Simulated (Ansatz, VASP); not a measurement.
**One calculation of P, two programs**

```
CELL_PARAMETERS angstrom
0.00000 2.05034 2.05034
2.05034 0.00000 2.05034
2.05034 2.05034 0.00000
ATOMIC_POSITIONS crystal
P 0.87500 0.87500 0.87500
P 0.12500 0.12500 0.12500
```

Change from the starting cell: volume scaled by 0.45, LAPW.

Alike in both runs: task single point; functional LDA; k mesh 12 × 12 × 12; occupations fermi-dirac, width 0.1 eV; no spin polarisation.

|  | VASP | Ansatz |
| --- | --- | --- |
| version | VASP 6.6.1 | Ansatz 0.2.0 |
| potentials or method | VASP PAW LDA potentials, release 64 (P), cutoff 520 eV | all-electron LAPW, scalar-relativistic |

```csv
,VASP,Ansatz,Ansatz less VASP
pressure (GPa),288.3,292.2,+3.86
```

Ansatz ran all-electron here, so the differences hold the error of VASP's frozen core and of both bases.

Caveats: the cell as given lies far from equilibrium; so large a pressure means that the cell lies far from this level's equilibrium, or that cutoff or potentials fall short (VASP).
